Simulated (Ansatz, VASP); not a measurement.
**ZrB2 in VASP and in Ansatz**

The input POSCAR:

```
ZrB2
1.0
    3.1638604256      0.0000000000      0.0000000000
   -1.5819302128      2.7399835026      0.0000000000
    0.0000000000      0.0000000000      3.4131328000
Zr B
1 2
Direct
    0.0000000000      0.0000000000      0.0000000000
    0.3333333333      0.6666666667      0.5000000000
    0.6666666667      0.3333333333      0.5000000000
```

INCAR.step1

```
SYSTEM = ZrB2
PREC = Accurate ; ENCUT = 520
ISMEAR = 0 ; SIGMA = 0.1
LREAL = .FALSE. ; LASPH = .TRUE.
NELM = 80 ; NBANDS = 16
GGA = PE ; ALGO = Normal
EDIFF = 1E-4 ; LWAVE = .TRUE.
LCHARG = .FALSE.
```

INCAR.step2

```
SYSTEM = ZrB2
PREC = Accurate ; ENCUT = 520
EDIFF = 1E-6 ; ISMEAR = 0
SIGMA = 0.1 ; LREAL = .FALSE.
LASPH = .TRUE. ; NELM = 80
ALGO = Normal ; ISIF = 2
LWAVE = .FALSE. ; LCHARG = .FALSE.
METAGGA = R2SCAN ; LMIXTAU = .TRUE.
NBANDS = 16 ; ISTART = 1
```

KPOINTS

```
Automatic mesh
0
G
  15 15 12
  0 0 0
```

Input for Ansatz:

```yaml
crystal:
  lattice:
    - [3.1638604256, 0.0, 0.0]
    - [-1.5819302128, 2.7399835026, 0.0]
    - [0.0, 0.0, 3.4131328]
  atoms:
    - { symbol: Zr, position: [0.0, 0.0, 0.0] }
    - { symbol: B, position: [0.3333333333, 0.6666666667, 0.5] }
    - { symbol: B, position: [0.6666666667, 0.3333333333, 0.5] }
basis:
  ecutwfc: 500
kpoints:
  mp_grid: { grid: [15, 15, 12] }
hamiltonian:
  xc: r2scan
scf:
  occupations: { method: gaussian, width: 0.1 }
output:
  forces: true
  stress: true
  eigenvalues: true
```

Alike in both runs: task single point; functional r2SCAN; k mesh 15 × 15 × 12; occupations gaussian, width 0.1 eV; no spin polarisation.

|  | VASP | Ansatz |
| --- | --- | --- |
| version | VASP 6.6.1 | Ansatz 0.2.0 |
| potentials or method | VASP PAW PBE potentials, release 64 (Zr_sv, B) | scalar-relativistic, plane waves, PAW |
| plane-wave cutoff (eV) | 520 | 500 |
| valence electrons in the cell | 18 | 18 |

|  | VASP | Ansatz | Ansatz less VASP |
| --- | --- | --- | --- |
| gap on the k mesh at the Fermi level (eV) | none | none | - |
| pressure (GPa) | 10.8 | 10.6 | -0.13 |
| largest component of the traceless stress (GPa) | 8.81 | 8.80 | -0.014 |

A gap of «none» marks a metal or a gap that the smearing closes.

Caveats: the PAW data sets were made with another functional, which shifts forces and pressure a little (VASP).
